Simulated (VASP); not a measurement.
Here is a VASP 6.6.1 calculation.

File INCAR:

```
SYSTEM = NiO
ALGO = Normal
EDIFF = 1E-6
ENCUT = 520
ISIF = 2
ISMEAR = 0
LASPH = .TRUE.
LCHARG = .TRUE.
LDAU = .TRUE.
LDAUJ = 0 0
LDAUL = 2 -1
LDAUPRINT = 1
LDAUTYPE = 2
LDAUU = 3 0
LELF = .TRUE.
LMAXMIX = 4
LMIXTAU = .TRUE.
LREAL = .FALSE.
LVHAR = .TRUE.
LWAVE = .FALSE.
METAGGA = R2SCAN
NELM = 120
PREC = Accurate
SIGMA = 0.05
```

KPOINTS

```
k-points
0
G
  8 8 7
  0 0 0
```

Contents of POSCAR:

```
NiO
1.0
    2.7830607900      0.0000000000      0.0000000000
   -1.3915303900      2.4102013400      0.0000000000
    0.0000000000      0.0000000000      2.7161294400
Ni O
1 1
Direct
    0.0000000000      0.0000000000      0.0000000000
    0.6666666667      0.3333333333      0.5000000000
```

Potentials or basis: VASP PAW PBE potentials, release 64 (Ni, O).

The run is started by

```console
$ cat potpaw_PBE.64/Ni/POTCAR potpaw_PBE.64/O/POTCAR > POTCAR
$ mpirun -np 1 vasp_std > vasp.out
```

(1) Predict the pressure.

(2) Predict the band gap on the k mesh.

Results:

(1) -12.9 GPa.

(2) none (metal or under the smearing width).

Caveat: the PAW data sets were made with another functional, which shifts forces and pressure a little; the run has no spin polarisation, though such a crystal can be magnetic; U without spin polarisation on a metal has little footing.
